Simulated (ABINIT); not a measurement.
Crystal: MoP.

```
Mo P
1.0
     3.22300    0.00000    0.00000
    -1.61150    2.79120    0.00000
     0.00000    0.00000    3.19100
Mo P
1 1
Direct
  0.00000 0.00000 0.00000
  0.33333 0.66667 0.50000
```

Base run:

| Property | Result |
| --- | --- |
| Program | ABINIT 10.8.3 (patched build) |
| Functional | LDA |
| Potentials or basis | JTH PAW LDA v2.0 |
| Cutoff | 544 eV |
| k mesh | 8 × 8 × 6 |
| Occupations | fermi-dirac, width 0.05 eV |
| Spin | no spin polarisation |

Its results: band gap on the k mesh none (metal or under the smearing width); pressure -7.0 GPa.

Task: The run is repeated on the same cell with these changes: k mesh from 8 × 8 × 6 to 4 × 4 × 3. What comes out?

Result: Band gap on the k mesh none (metal or under the smearing width); pressure -6.5 GPa.

Caveats: some runs use coarse meshes.
